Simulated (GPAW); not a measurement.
# InP (F-43m) in GPAW: notebook

The runs below take InP through dielectric tensor, with PBE.

Program: GPAW 26.7.0. These are calculated values, not measurements. Logs are shortened: lines on timing, memory, paths and dates and some standing lists are left out, and cuts for length are marked. The log counts tension as positive stress, the text compression.

**Measured values to compare with.**

A printed reference work, data compilation reports, for a bulk crystal of InP at 1.6 K: band gap 1.4236 eV (direct).

A printed reference work, textbook reports, for a bulk crystal of InP at 300 K: high-frequency dielectric constant 9.61.

The runs below are set against these values where they give the same quantity.

### Step 1. The crystal as given

It takes space group F-43m (No. 216, cubic). Conventional cell: a = 5.861 Å, b = 5.861 Å, c = 5.861 Å, α = 90.00°, β = 90.00°, γ = 90.00°. In (site symmetry -43m) is surrounded by 4 P at 2.54 Å. Around P (site symmetry -43m) lie 4 In at 2.54 Å.

### Step 2. Dielectric tensor, PBE

File run.py:

```python
import numpy as np
from ase import Atoms
from ase.dft.bandgap import bandgap
from ase.io import write
from gpaw import GPAW, PW
from gpaw.response.df import DielectricFunction

atoms = Atoms(['In', 'P'],
              cell=[[0.0, 2.9305, 2.9305],
                    [2.9305, 0.0, 2.9305],
                    [2.9305, 2.9305, 0.0]],
              scaled_positions=[[0.0, 0.0, 0.0],
                                [0.75, 0.75, 0.75]],
              pbc=True)

calc = GPAW(mode=PW(450),
            xc='PBE',
            kpts={'size': (6, 6, 6), 'gamma': True},
            occupations={'name': 'fermi-dirac', 'width': 0.001},
            nbands=18,
            convergence={'density': 1e-06},
            maxiter=150,
            txt='gpaw.txt')
atoms.calc = calc
energy = atoms.get_potential_energy()
calc.write('gs.gpw')
write('result.traj', atoms)
print(f'Energy: {energy:.6f} eV')
print('Fermi level:', round(calc.get_fermi_level(), 4), 'eV')
print(f'Gap: {bandgap(calc)[0]:.4f} eV, direct: {bandgap(calc, direct=True)[0]:.4f} eV')

for size in [(20, 20, 20)]:
    name = 'x'.join(str(n) for n in size)
    dense = calc.fixed_density(kpts={'size': size, 'gamma': True},
                               nbands=35, convergence={'bands': 29, 'eigenstates': 1e-7},
                               update_fermi_level=True, txt=f'dense-{name}.txt')
    dense.write(f'{name}.gpw', mode='all')
    df = DielectricFunction(f'{name}.gpw', frequencies=np.array([0.0]), hilbert=False, eta=0.001,
                            ecut=80, nbands=29, intraband=False, txt=f'df-{name}.txt')
    for xc in ['RPA']:
        for direction in ['x', 'y', 'z', [0, 1, 1], [1, 0, 1], [1, 1, 0]]:
            e0, e = df.get_macroscopic_dielectric_constant(xc=xc, direction=direction)
            print(f'{name} {xc} {direction}: {e0:.4f} without, {e:.4f} with local fields')
```

Potentials or basis: GPAW PAW data sets (gpaw-data 1.2.1), pw.

Run with:

```sh
> OMP_NUM_THREADS=1 python run.py
```

gpaw.txt:

```text
__  _  _
 | _ |_)|_||  |
 |__||  | ||/\| - 26.7.0

Input parameters:
  mode=PW(ecut=450.00000000000006),
  convergence={'density': 1e-06},
  kpts=MonkhorstPack(size=(6, 6, 6), gamma=True),
  maxiter=150,
  nbands=18,
  occupations=Occupations(name='fermi-dirac', width=0.001),
  xc=XC(name='PBE')

Diagonalizing LCAO Hamiltonian
Converting LCAO to pw mode

                     P

       In

Atoms  # Å, Bohr magnetons
|   | symbol |        x |        y |        z |    initial magnetic moments |
|---|--------|----------|----------|----------|-----------------------------|
| 0 |     In | 0.000000 | 0.000000 | 0.000000 | ( 0.0000,  0.0000,  0.0000) |
| 1 |      P | 4.395750 | 4.395750 | 4.395750 | ( 0.0000,  0.0000,  0.0000) |

Unit cell  # Å
| periodic |        x |        y |        z |  lengths |    angles |
|----------|----------|----------|----------|----------|-----------|
|      yes | 0.000000 | 2.930500 | 2.930500 | 4.144353 | 60.000000 |
|      yes | 2.930500 | 0.000000 | 2.930500 | 4.144353 | 60.000000 |
|      yes | 2.930500 | 2.930500 | 0.000000 | 4.144353 | 60.000000 |

Number of symmetries: 24
Symmetry operations  # r_c * U_cc + t_c -> r_c
|    | kind |            matrix            |
|----|------|------------------------------|
|  0 |  E   |  1, 0, 0,  0, 1, 0,  0, 0, 1 |
|  1 |  σ   |  1, 0, 0,  0, 0, 1,  0, 1, 0 |
|  2 |  σ   |  1, 0,-1,  0, 1,-1,  0, 0,-1 |
|  3 |  C3  |  1, 0,-1,  0, 0,-1,  0, 1,-1 |
|  4 |  C3  |  1,-1, 0,  0,-1, 1,  0,-1, 0 |
|  5 |  σ   |  1,-1, 0,  0,-1, 0,  0,-1, 1 |
|  6 |  σ   |  0, 1, 0,  1, 0, 0,  0, 0, 1 |
|  7 |  C3  |  0, 1, 0,  0, 0, 1,  1, 0, 0 |
|  8 |  C2  |  0, 1,-1,  1, 0,-1,  0, 0,-1 |
|  9 |  S4  |  0, 1,-1,  0, 0,-1,  1, 0,-1 |
| 10 |  C3  |  0, 0, 1,  1, 0, 0,  0, 1, 0 |
| 11 |  σ   |  0, 0, 1,  0, 1, 0,  1, 0, 0 |
| 12 |  S4  |  0, 0,-1,  1, 0,-1,  0, 1,-1 |
| 13 |  C3  |  0, 0,-1,  0, 1,-1,  1, 0,-1 |
| 14 |  S4  |  0,-1, 1,  1,-1, 0,  0,-1, 0 |
| 15 |  C2  |  0,-1, 1,  0,-1, 0,  1,-1, 0 |
| 16 |  C3  |  0,-1, 0,  1,-1, 0,  0,-1, 1 |
| 17 |  S4  |  0,-1, 0,  0,-1, 1,  1,-1, 0 |
| 18 |  S4  | -1, 1, 0, -1, 0, 1, -1, 0, 0 |
| 19 |  C3  | -1, 1, 0, -1, 0, 0, -1, 0, 1 |
| 20 |  C3  | -1, 0, 1, -1, 1, 0, -1, 0, 0 |
| 21 |  S4  | -1, 0, 1, -1, 0, 0, -1, 1, 0 |
| 22 |  σ   | -1, 0, 0, -1, 1, 0, -1, 0, 1 |
| 23 |  C2  | -1, 0, 0, -1, 0, 1, -1, 1, 0 |

BZ-sampling:
  Number of BZ points: 216
  Number of IBZ points: 16

  Monkhorst-Pack size: [6, 6, 6]
  Monkhorst-Pack shift: [0.08333333333333333, 0.08333333333333333, 0.08333333333333333]

K-points  # in reciprocal-cell coordinates
|     |                                coordinates |     weight |
|-----|--------------------------------------------|------------|
|   0 | (  0.00000000,   0.00000000,   0.00000000) | 0.00462963 |
|   1 | (  0.16666667,   0.16666667,   0.00000000) | 0.02777778 |
|   2 | (  0.16666667,   0.16666667,   0.16666667) | 0.03703704 |
|   3 | (  0.33333333,   0.16666667,   0.16666667) | 0.05555556 |
|   4 | (  0.33333333,   0.33333333,  -0.33333333) | 0.05555556 |
|   5 | (  0.33333333,   0.33333333,   0.00000000) | 0.02777778 |
|   6 | (  0.33333333,   0.33333333,   0.16666667) | 0.11111111 |
|   7 | (  0.33333333,   0.33333333,   0.33333333) | 0.03703704 |
|   8 | (  0.50000000,   0.33333333,  -0.33333333) | 0.11111111 |
|   9 | (  0.50000000,   0.33333333,  -0.16666667) | 0.05555556 |
| ... |                                            |            |
|  15 | (  0.50000000,   0.50000000,   0.50000000) | 0.01851852 |

Plane wave coefficients: 1113
Cutoff: 450.00000000000006 eV

Spin-components: 1 (collinear spins)
Bands:           18
Projectors:      11
Spin-degeneracy: 2
Datatype:        complex128

Parallelization:
  kpt:    1
  domain: 1
  band:   1

Density:
  Valence electrons: 18.0
  Components: 1
  Grid points: [21 21 21]
  Charge: 0.0  # |e|

Potential:
  Grid points: [21 21 21]

species:
  In:
    name:    Indium
    Z:       49.0
    valence: 13
    core:    36
    charge:  0.0  # [|e|]
    compensation charges:
      type: gauss
      rc: 0.36  # [Å]
      lmax: 2
    cutoffs:
      filter: 2.09  # [Å]
      core: 2.48  # [Å]
    projectors
    | kind |    occ | energy [eV] | rcut [Å] |
    |------|--------|-------------|----------|
    |   5s |  2.000 |      -8.203 |    1.185 |
    |   5p |  1.000 |      -2.521 |    1.244 |
    |   4d | 10.000 |     -18.629 |    1.148 |
    |    s |        |      19.008 |    1.185 |
    |    p |        |      24.691 |    1.244 |
    |    d |        |       8.583 |    1.148 |

    Using partial waves for In as LCAO basis

  P:
    name:    Phosphorus
    Z:       15.0
    valence: 5
    core:    10
    charge:  0.0  # [|e|]
    compensation charges:
      type: gauss
      rc: 0.30  # [Å]
      lmax: 2
    cutoffs:
      filter: 1.69  # [Å]
      core: 1.81  # [Å]
    projectors
    | kind |    occ | energy [eV] | rcut [Å] |
    |------|--------|-------------|----------|
    |   3s |  2.000 |     -13.968 |    0.953 |
    |   3p |  3.000 |      -5.506 |    0.953 |
    |    s |        |      13.244 |    0.953 |
    |    p |        |      21.705 |    0.953 |
    |    d |        |       0.000 |    0.953 |

    Using partial waves for P as LCAO basis

Reference energy: -169278.333319  # eV

eigensolver:
  PPCG
  Converge bands: occupied
  niter=2

density mixing:
  MSR1-Mixer
  Pratt-step length: 0.05
  Maximum mixing coefficient: 0.75
  Old densities: 10
  SVD Regularization: 0.005
  Good broyden scale: 1.0
  Trust region scale: 1.0
  Backstep threshold: 4.0
  History deletion threshold: 6.0
  Fourier metric: weight=20.0, sigma=0.015

occupation numbers:
  Fermi-Dirac:
    width: 0.0010  # eV

poisson solver:
  ecut: 3600.0000000000005  # eV

xc functional:
  name: PBE with 2 nearest neighbor stencil

convergence criteria:
- Maximum integral of absolute [dens]ity change: 1e-06 electrons / valence electron
- Maximum [total energy] change in last 3 cyles: 0.0005 eV / valence electron
- Maximum integral of absolute [eigenst]ate change: 4e-08 eV^2 / valence electron
maximum number of iterations: 150

SCF iterations
|iter     | |      energy | eigst |  dens |
|---------|-|-------------|-------|-------|
|iter:   1| |   -8.910628 | -0.41 |       |
|iter:   2| |   -8.832821 | -2.32 | -1.11 |
|iter:   3| |   -8.547213 | -1.79 | -1.15 |
|iter:   4| |   -8.547084 | -3.28 | -1.75 |
|iter:   5| |   -8.547142c| -4.03 | -2.25 |
|iter:   6| |   -8.547180c| -5.43 | -3.07 |
|iter:   7| |   -8.547185c| -6.53 | -3.56 |
|iter:   8| |   -8.547185c| -7.96c| -4.63 |
|iter:   9| |   -8.547185c| -8.38c| -5.34 |
|iter:  10| |   -8.547185c| -9.05c| -5.91 |
|iter:  11| |   -8.547185c| -9.57c| -6.68c|

Converged in 11 steps
Energy contributions relative to reference atoms: (reference = -169278.333319)

Energy contributions:
  Kinetic:          22.935765
  Coulomb:         -21.008517
  Zero:              0.200238
  External:          0.000000
  Xc:              -10.674671
  Entropy:          -0.000000
  Spinorbit:         0.000000
  ----------------------------
  Free energy:      -8.547185
  Extrapolated:     -8.547185

dipole moment: (-16.901420, -16.901420, -16.901420)  # |e|*Ang

Fermi level: 4.951
Eigenvalues  # (at kpt = [0.000, 0.000, 0.000])
| band index |      eig [eV] | occ [0-2] |
|------------|---------------|-----------|
|          0 |        -9.177 |     2.000 |
|          1 |        -9.177 |     2.000 |
|          2 |        -9.177 |     2.000 |
|          3 |        -9.022 |     2.000 |
|          4 |        -9.022 |     2.000 |
|          5 |        -6.599 |     2.000 |
[... 10 lines left out ...]
|         16 |        16.135 |     0.000 |
|         17 |        16.135 |     0.000 |

Gap: 0.706 eV
Transition (v -> c):
  (s=0, k=0, n=8, [0.00, 0.00, 0.00]) -> (s=0, k=0, n=9, [0.00, 0.00, 0.00])
No difference between direct/indirect transitions
# Writing to gs.gpw (mode='')
```

Run time: 2.7 min. Hardware: 1 thread of AMD EPYC 7B13 (Zen 3), shared host; peak memory 0.5 GiB.

What came out:

| Property | Result |
| --- | --- |
| Free energy | -8.5472 eV |
| Band gap on the k mesh | 0.71 eV, direct |
| Electronic dielectric tensor (diagonal) | 10.29 |

Electronic dielectric tensor:
```
10.29  0.00  0.00
 0.00 10.29  0.00
 0.00  0.00 10.29
```

Caveat: the long-wavelength limit can be off by a per cent or two; spin-orbit coupling is left out, which moves the levels of the heavy elements.

### Step 3. Dielectric tensor, PBE

This run uses another cell than the first one, of 25.67 Å³/atom, 1.020 times its volume.

Changes to run.py since step 2:

```diff
@@ -8,5 +8,5 @@
 atoms = Atoms(['In', 'P'],
-              cell=[[0.0, 2.9305, 2.9305],
-                    [2.9305, 0.0, 2.9305],
-                    [2.9305, 2.9305, 0.0]],
+              cell=[[0.0, 2.9499078504, 2.9499078504],
+                    [2.9499078504, 0.0, 2.9499078504],
+                    [2.9499078504, 2.9499078504, 0.0]],
               scaled_positions=[[0.0, 0.0, 0.0],
```

Potentials or basis: GPAW PAW data sets (gpaw-data 1.2.1), pw.

Run with:

```sh
> OMP_NUM_THREADS=1 python run.py
```

gpaw.txt:

```text
__  _  _
 | _ |_)|_||  |
 |__||  | ||/\| - 26.7.0

Input parameters:
  mode=PW(ecut=450.00000000000006),
  convergence={'density': 1e-06},
  kpts=MonkhorstPack(size=(6, 6, 6), gamma=True),
  maxiter=150,
  nbands=18,
  occupations=Occupations(name='fermi-dirac', width=0.001),
  xc=XC(name='PBE')

Diagonalizing LCAO Hamiltonian
Converting LCAO to pw mode

                     P

       In

Atoms  # Å, Bohr magnetons
|   | symbol |        x |        y |        z |    initial magnetic moments |
|---|--------|----------|----------|----------|-----------------------------|
| 0 |     In | 0.000000 | 0.000000 | 0.000000 | ( 0.0000,  0.0000,  0.0000) |
| 1 |      P | 4.424862 | 4.424862 | 4.424862 | ( 0.0000,  0.0000,  0.0000) |

Unit cell  # Å
| periodic |        x |        y |        z |  lengths |    angles |
[... 165 lines left out ...]
SCF iterations
|iter     | |      energy | eigst |  dens |
|---------|-|-------------|-------|-------|
|iter:   1| |   -8.919327 | -0.43 |       |
|iter:   2| |   -8.842157 | -2.35 | -1.11 |
|iter:   3| |   -8.562333 | -1.80 | -1.15 |
|iter:   4| |   -8.562270 | -3.29 | -1.75 |
|iter:   5| |   -8.562317c| -4.03 | -2.25 |
|iter:   6| |   -8.562356c| -5.42 | -3.07 |
|iter:   7| |   -8.562361c| -6.52 | -3.56 |
|iter:   8| |   -8.562361c| -7.92c| -4.63 |
|iter:   9| |   -8.562361c| -8.36c| -5.31 |
|iter:  10| |   -8.562361c| -9.00c| -5.87 |
|iter:  11| |   -8.562361c| -9.52c| -6.64c|

Converged in 11 steps
Energy contributions relative to reference atoms: (reference = -169278.333319)

Energy contributions:
  Kinetic:          21.378144
  Coulomb:         -19.776203
  Zero:              0.199327
  External:          0.000000
  Xc:              -10.363629
  Entropy:          -0.000000
  Spinorbit:         0.000000
  ----------------------------
  Free energy:      -8.562361
  Extrapolated:     -8.562361

dipole moment: (-17.049815, -17.049815, -17.049815)  # |e|*Ang

Fermi level: 4.744
Eigenvalues  # (at kpt = [0.000, 0.000, 0.000])
| band index |      eig [eV] | occ [0-2] |
|------------|---------------|-----------|
|          0 |        -9.348 |     2.000 |
|          1 |        -9.348 |     2.000 |
|          2 |        -9.348 |     2.000 |
|          3 |        -9.204 |     2.000 |
|          4 |        -9.204 |     2.000 |
|          5 |        -6.674 |     2.000 |
[... 10 lines left out ...]
|         16 |        15.881 |     0.000 |
|         17 |        15.881 |     0.000 |

Gap: 0.599 eV
Transition (v -> c):
  (s=0, k=0, n=8, [0.00, 0.00, 0.00]) -> (s=0, k=0, n=9, [0.00, 0.00, 0.00])
No difference between direct/indirect transitions
# Writing to gs.gpw (mode='')
```

stdout:

```text
Energy: -8.562361 eV
Fermi level: 4.7442 eV
Gap: 0.5987 eV, direct: 0.5987 eV
20x20x20 RPA x: 11.8542 without, 10.6789 with local fields
20x20x20 RPA y: 11.8542 without, 10.6789 with local fields
20x20x20 RPA z: 11.8542 without, 10.6789 with local fields
20x20x20 RPA [0, 1, 1]: 11.8542 without, 10.6789 with local fields
20x20x20 RPA [1, 0, 1]: 11.8542 without, 10.6789 with local fields
20x20x20 RPA [1, 1, 0]: 11.8542 without, 10.6789 with local fields
```

Run time: 2.8 min. Hardware: 1 thread of AMD EPYC 7B13 (Zen 3), shared host; peak memory 0.51 GiB.

What came out:

* Free energy: -8.5624 eV
* Band gap on the k mesh: 0.60 eV, direct
* Electronic dielectric tensor (diagonal): 10.68

Electronic dielectric tensor:
```
10.68  0.00  0.00
 0.00 10.68  0.00
 0.00  0.00 10.68
```

Caveat: the gap is small at this level, which inflates the dielectric constant; the long-wavelength limit can be off by a per cent or two; spin-orbit coupling is left out, which moves the levels of the heavy elements.

### Step 4. Against experiment

Step 2. A measured gap of InP is 1.4236 eV (direct; 1.6 K; a printed reference work, data compilation); the calculated 0.71 eV misses it by -0.72 eV. Spin-orbit coupling on In is left out. The value is that of PBE on a finite k mesh, which can miss the band edges, without temperature or zero-point motion. Semilocal functionals fall short of measured gaps as a rule. Measured high-frequency dielectric constant of InP: 9.61 (300 K; a printed reference work, textbook). This calculation gives 10.29 (+7.0 %).

Step 3. A measured gap of InP is 1.4236 eV (direct; 1.6 K; a printed reference work, data compilation); the calculated 0.60 eV misses it by -0.82 eV. Spin-orbit coupling on In is left out. The value is that of PBE on a finite k mesh, which can miss the band edges, without temperature or zero-point motion. Semilocal functionals fall short of measured gaps as a rule. Against the measured high-frequency dielectric constant of InP, 9.61 (300 K; a printed reference work, textbook), the calculated 10.68 is off by +11.1 %.
